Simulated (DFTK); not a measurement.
The system is LiH.

```
CELL_PARAMETERS angstrom
0.00000 2.03675 2.03675
2.03675 0.00000 2.03675
2.03675 2.03675 0.00000
ATOMIC_POSITIONS crystal
Li 0.00000 0.00000 0.00000
H 0.50000 0.50000 0.50000
```

| Item | Value |
| --- | --- |
| Program | DFTK 0.8.2 |
| Task | single point |
| Functional | PBE |
| Potentials or basis | dojo.nc.sr.pbe.v0_4_1.standard.upf (PBE) |
| Cutoff | 1007 eV |
| k mesh | 11 × 11 × 11 |
| Occupations | fermi-dirac, width 0.05 eV |
| Spin | no spin polarisation |

On this cell: pressure -1.7 GPa; largest force zero by symmetry; band gap on the k mesh 3.21 eV, direct.

The same run follows on a disturbed copy (atoms moved at random, drawn with an rms of 0.05 Å):

```
Li H
1.0
     0.00000    2.03675    2.03675
     2.03675    0.00000    2.03675
     2.03675    2.03675    0.00000
Li H
1 1
Direct
  0.01223 0.99611 0.00039
  0.49669 0.49811 0.50465
```

**Question.** What changes?

**Answer.** The energy moves by +0.3 meV/atom; pressure -1.7 GPa; largest force 0.035 eV/Å; band gap on the k mesh 3.21 eV, direct.

Forces in eV/Å, atoms in the order of the input:
```
Li   0.012 -0.021 -0.026
H   -0.012  0.021  0.026
```

Caveats: an odd mesh through Γ misses points on the zone boundary, where band edges often lie.
